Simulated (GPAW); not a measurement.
## InAs: gruneisen with BLYP+D3(BJ)

**What was measured.**

From a printed reference work, data compilation, for a bulk crystal of InAs at 4.2 K: band gap 0.418 eV (direct).

The system is InAs.

```
In As
1.0
     0.00000    3.01800    3.01800
     3.01800    0.00000    3.01800
     3.01800    3.01800    0.00000
In As
1 1
Direct
  0.00000 0.00000 0.00000
  0.75000 0.75000 0.75000
```

* Program: GPAW 26.7.0
* Task: gruneisen
* Functional: BLYP
* Dispersion: D3(BJ)
* Potentials or basis: PAW data sets generated in the run's folder for this functional
* Cutoff: 510 eV
* Basis: pw
* k mesh: 8 × 8 × 8
* Occupations: fermi-dirac, width 0.05 eV
* Spin: no spin polarisation
* Maxiter: 150
* convergence: tight_forces
* Supercell: 1 × 1 × 1
* Supercell k mesh: 8 × 8 × 8
* Displacement: 0.01
* Relaxed first: cell
* Ecut relax: 600

```
Relaxed volume                         : 28.54 Å³/atom
Relaxed cell                           : a = 4.322 Å, b = 4.322 Å, c = 4.322 Å, α = 60.00°, β = 60.00°, γ = 60.00°
Space group after relaxing (to 0.05 Å) : F-43m (No. 216)
Pressure after relaxing                : 0.0 GPa
Band gap on the k mesh                 : none (metal or under the smearing width)
Highest phonon frequency at Γ          : 210 cm⁻¹
Dispersion energy per atom             : -0.725 eV
```

Final structure:
```cif
data_structure
_symmetry_space_group_name_H-M 'P 1'
_symmetry_Int_Tables_number 1
_cell_length_a 4.3218
_cell_length_b 4.3218
_cell_length_c 4.3218
_cell_angle_alpha 60.000
_cell_angle_beta 60.000
_cell_angle_gamma 60.000
_cell_volume 57.08
loop_
_atom_site_label
_atom_site_type_symbol
_atom_site_fract_x
_atom_site_fract_y
_atom_site_fract_z
_atom_site_occupancy
In1 In 0.00000 0.00000 0.00000 1
As1 As 0.75000 0.75000 0.75000 1
```

Levels at points of the mesh, in eV from the Fermi level:
```tsv
k point	band 5	band 6	band 7	band 8	band 9	band 10	band 11	band 12	band 13	band 14
(0.00, 0.00, 0.00)	-14.21	-11.76	-0.55	-0.05	-0.05	-0.05	3.84	3.84	3.84	7.56
(0.50, 0.50, 0.00)	-14.19	-9.90	-5.78	-2.25	-2.25	1.67	2.06	8.91	8.91	8.98
(0.50, 0.50, 0.50)	-14.20	-10.40	-5.66	-0.99	-0.99	0.80	4.65	4.65	6.92	8.94
```

Phonon frequencies in cm⁻¹ (negative: imaginary):
| q point | frequencies |
| --- | --- |
| (0.000, 0.000, 0.000) | 0 0 0 210 210 210 |

Mode Grüneisen parameters of phonons at Γ, in order of frequency: 1.32, 1.32, 1.32

Run time: 5.1 min on 1 thread of Intel(R) Xeon(R) 6975P-C (Granite Rapids), with other jobs on the host, peak memory 0.72 GiB.

Measured gap of InAs: 0.418 eV (direct; 4.2 K; a printed reference work, data compilation). This calculation gives 0.00 eV (-0.42 eV). Spin-orbit coupling on As, In is left out. The value is that of BLYP+D3(BJ) on a finite k mesh, which can miss the band edges, without temperature or zero-point motion. Semilocal functionals fall short of measured gaps as a rule.

Caveat: the cutoff is short for stress and forces, so pressures can be off by a GPa or more; the density grid can change from cell to cell, which puts small steps into energies and stress; pairwise dispersion overbinds metals, which lowers pressure and volume; this crystal is a semiconductor, whose small gap the functional closes, so the metal is an error of the method.
